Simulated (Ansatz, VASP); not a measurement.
# One calculation of BAs2, two programs

```
B As
1.0
     3.03786    0.00000    0.00000
     0.00000    3.03786    0.00000
     0.00000    0.00000    6.31981
B As
1 2
Cartesian
  0.0000 0.0000 0.0000
  1.5189 1.5189 1.1933
  1.5189 1.5189 5.1265
```

Change from the starting cell: species swapped into the Ga2Cu type (P4/mmm, No. 123).

Alike in both runs: functional PBE; k mesh 6 × 6 × 4; occupations gaussian, width 0.1 eV; no spin polarisation.

Ansatz relaxed the structure, and its values are those at the end. VASP's run is a single point on that final structure, the one shown.

|  | VASP | Ansatz |
| --- | --- | --- |
| version | VASP 6.6.1 | Ansatz 0.2.0 |
| potentials or method | VASP PAW PBE potentials, release 64 (B, As) | scalar-relativistic, plane waves, PAW |
| plane-wave cutoff (eV) | 520 | 420 |
| valence electrons in the cell | 13 | 33 |

```csv
,VASP,Ansatz,Ansatz less VASP
gap on the k mesh at the Fermi level (eV),none,none,-
pressure (GPa),0.3,0.1,-0.27
rms of the force components (eV/Å),0.041,0.001,-0.0394
```

A gap of «none» marks a metal or a gap that the smearing closes. With one functional, cell and mesh, what is left measures potentials, basis and numerics. The two sets of potentials don't hold the same shells in valence.

Caveats: this functional lacks dispersion, which binds the layers, so the pressure and a relaxed spacing across them are unreliable.
